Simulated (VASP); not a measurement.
# Ni: relaxation of cell and atoms with PBE

Ni:

```
CELL_PARAMETERS angstrom
0.00000 1.76002 1.76002
1.76002 0.00000 1.76002
1.76002 1.76002 0.00000
ATOMIC_POSITIONS crystal
Ni 0.00000 0.00000 0.00000
```

```json
{"Program": "VASP 6.6.1", "Task": "relaxation of cell and atoms", "Functional": "PBE", "Potentials or basis": "VASP PAW PBE potentials, release 64 (Ni)", "Cutoff": "520 eV", "k mesh": "8 × 8 × 8", "Occupations": "gaussian, width 0.1 eV", "Spin": "collinear spin, ferromagnetic start", "Starting moments": "[0.8] μB", "Further INCAR settings": "ALGO = Fast; EDIFF = 1e-07; IBRION = 2; EDIFFG = -0.002; NSW = 80; ISIF = 3"}
```

The pressure after relaxing is 0.0 GPa. The band gap on the k mesh is none (metal or under the smearing width) and the net moment is 0.70 μB per cell. The site moments are Ni +0.71 μB. The valence electrons inside the program's atomic spheres are Ni 9.30.

Final structure:
```
CELL_PARAMETERS angstrom
0.00000 1.76002 1.76002
1.76002 0.00000 1.76002
1.76002 1.76002 0.00000
ATOMIC_POSITIONS crystal
Ni 0.00000 0.00000 0.00000
```

Levels at points of the mesh, in eV from the Fermi level:
Spin up:
```csv
k point,band 2,band 3,band 4,band 5,band 6,band 7,band 8,band 9
"(0.00, 0.00, 0.00)",-2.48,-2.48,-2.48,-1.31,-1.31,23.71,27.54,27.54
"(0.50, 0.00, 0.00)",-2.46,-2.46,-0.66,-0.66,-0.29,5.61,22.20,24.62
"(0.50, 0.50, 0.00)",-4.23,-0.61,-0.54,-0.54,2.44,9.17,14.80,14.80
```
Spin down:
| k point | band 1 | band 2 | band 3 | band 4 | band 5 | band 6 | band 7 | band 8 | band 9 |
| --- | --- | --- | --- | --- | --- | --- | --- | --- | --- |
| (0.00, 0.00, 0.00) | -9.02 | -1.66 | -1.66 | -1.66 | -0.65 | -0.65 | 23.55 | 27.54 | 27.54 |
| (0.50, 0.00, 0.00) | -4.38 | -1.78 | -1.78 | -0.34 | 0.17 | 0.17 | 6.08 | 22.06 | 24.74 |
| (0.50, 0.50, 0.00) | -4.28 | -3.55 | 0.08 | 0.40 | 0.40 | 2.42 | 9.46 | 14.83 | 14.83 |

It used 6.1 s of CPU time on 1 thread of Intel(R) Xeon(R) Platinum 8488C (Sapphire Rapids), on a shared host, which was overloaded at the time.

Caveat: the k mesh is coarse (spacing up to 0.39 Å⁻¹), so the values aren't converged; the relaxation stopped at its first step, so nothing moved.
